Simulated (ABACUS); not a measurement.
Crystal: Pt.

```
Pt
1.0
     0.00000    1.96090    1.96090
     1.96090    0.00000    1.96090
     1.96090    1.96090    0.00000
Pt
1
Direct
  0.00000 0.00000 0.00000
```

| Property | Result |
| --- | --- |
| Program | ABACUS 3.10.1 |
| Task | relaxation of cell and atoms |
| Functional | LDA |
| Potentials or basis | GBRV ultrasoft 1.5 LDA |
| Cutoff | 544 eV |
| Density cutoff | 4354 eV |
| Basis | plane waves |
| k mesh | 10 × 10 × 10 |
| Occupations | fermi-dirac, width 0.05 eV |
| Spin | no spin polarisation |

At the start: pressure -7.4 GPa; volume 15.08 Å³/atom.

How do energy, volume and symmetry change on relaxing?

Over 6 steps the energy falls by 9.0 meV/atom and the volume is 14.70 Å³/atom (-2.5 %); space group Fm-3m (No. 225, to 0.05 Å).

Step by step:
```
step  energy change (eV)  largest force (eV/Å)  pressure (GPa)  volume (Å³)
   1              0.0000                0.0000           -7.42        15.08
   2              0.0956                0.0000           31.76        13.55
   3             -0.0090                0.0000           -0.26        14.72
   4             -0.0090                0.0000           -0.07        14.71
   5             -0.0090                0.0000           -0.10        14.71
   6             -0.0090                0.0000           -0.03        14.70
```

Final structure:
```
CELL_PARAMETERS angstrom
0.00000 1.94451 1.94451
1.94451 0.00000 1.94451
1.94451 1.94451 0.00000
ATOMIC_POSITIONS crystal
Pt 0.00000 0.00000 0.00000
```
